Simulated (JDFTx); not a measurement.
Runs of JDFTx 1.7.0 (patched build) on HgTe (Coloradoite). It takes space group F-43m (No. 216, cubic). Conventional cell: a = 6.429 Å, b = 6.429 Å, c = 6.429 Å, α = 90.00°, β = 90.00°, γ = 90.00°. Hg (site symmetry -43m) is surrounded by 4 Te at 2.78 Å. Te (site symmetry -43m) is surrounded by 4 Hg at 2.78 Å. 

```csv
task,level,potentials or basis,band ratio of the Davidson solver,max SCF steps,SCF threshold on the energy,solver of the electrons,further solve for the empty bands,gap on the mesh (eV),pressure (GPa),V0 of scaled cells (Å³/atom),B0 (GPa)
single point,LDA,PseudoDojo-SR-LDA-0.4.1-standard,-,100,1e-09 Ha,scf,yes,none,0.2,-,-
equation of state,PBEsol,PseudoDojo-SR-PBEsol-0.4.1-standard with smoothed tails,-,100,1e-09 Ha,scf,-,-,-,34.55,42
single point,PBEsol,PseudoDojo-SR-PBEsol-0.4.1-standard,-,100,1e-09 Ha,scf,yes,none,1.8,-,-
equation of state,LDA,PseudoDojo-SR-LDA-0.4.1-standard,-,100,1e-09 Ha,scf,-,-,-,33.36,(a)
single point,LDA,PseudoDojo-SR-LDA-0.4.1-standard with smoothed tails,-,100,1e-09 Ha,scf,yes,none,0.2,-,-
single point,PBEsol,PseudoDojo-SR-PBEsol-0.4.1-standard with smoothed tails,-,100,1e-09 Ha,scf,yes,none,1.8,-,-
```

Alike in all rows: no spin polarisation; cell as given; k mesh 7 × 7 × 7; cutoff (eV) 1088; smearing fermi-dirac 0.05 eV.

Estimate the missing entries.

(a) 48.

A k mesh can miss the band edges, and the runs leave out spin-orbit coupling on Hg, Te.

A gap of «none» marks a metal or a gap under the smearing width.

Not every run made on this cell is shown here.
